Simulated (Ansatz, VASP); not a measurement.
## One calculation of K, two programs

File INCAR:

```
PREC = Accurate
ENCUT = 600
EDIFF = 1E-7
ISMEAR = -1
SIGMA = 0.05
LREAL = F
LASPH = T
NELM = 80
ALGO = Normal
ISIF = 3
LWAVE = F
LCHARG = F
GGA = RE
IBRION = 2
NSW = 60
EDIFFG = -0.01
```

Contents of KPOINTS:

```
Automatic mesh
0
Gamma
  7 7 7
```

Contents of POSCAR:

```
K
1.0
   -2.6975585167      2.6975585167      2.6975585167
    2.6975585167     -2.6975585167      2.6975585167
    2.6975585167      2.6975585167     -2.6975585167
K
1
Direct
    0.0000000000      0.0000000000      0.0000000000
```

input.yaml

```yaml
crystal:
  lattice:
    - [-2.6975585167, 2.6975585167, 2.6975585167]
    - [2.6975585167, -2.6975585167, 2.6975585167]
    - [2.6975585167, 2.6975585167, -2.6975585167]
  atoms:
    - { symbol: K, position: [0.0, 0.0, 0.0] }
hamiltonian:
  xc: revpbe
  pseudopotentials: { kind: paw }
kpoints:
  mp_grid: { grid: [7, 7, 7] }
scf:
  occupations: { method: fermi_dirac, width: 0.05 }
output:
  forces: true
  stress: true
  eigenvalues: true
relax:
  f_tol: 0.01
  max_steps: 40
  cell: { stress_tol: 0.05 }
```

Alike in both runs: task relaxation of cell and atoms; functional revPBE; k mesh 7 × 7 × 7; occupations fermi-dirac, width 0.05 eV; no spin polarisation.

|  | VASP | Ansatz |
| --- | --- | --- |
| version | VASP 6.6.1 | Ansatz 0.2.0 |
| potentials or method | VASP PAW PBE potentials, release 64 (K_sv) | Ansatz PAW |
| plane-wave cutoff (eV) | 600 | 420 |
| valence electrons in the cell | 9 | 9 |

Ansatz gave:

```
gap on the k mesh at the Fermi level, each at its own relaxed structure (eV) : none
relaxed volume (Å³/atom)                                                     : 78.52
relaxed cell length with the largest relative difference (Å)                 : 4.672
```

Q: Estimate VASP's values.

A: gap on the k mesh at the Fermi level, each at its own relaxed structure (eV): none; relaxed volume (Å³/atom): 79.48; relaxed cell length with the largest relative difference (Å): 4.691.

A gap of «none» marks a metal or a gap that the smearing closes.

Caveats: the PAW data sets were made with another functional, which shifts forces and pressure a little (VASP); the plane-wave basis is chosen anew once the cell has moved, so the energies of steps on either side of that aren't comparable (Ansatz); the PAW data sets come from PBE, with cores solved anew for the run's functional, which leaves a small shift of forces and pressure (Ansatz).
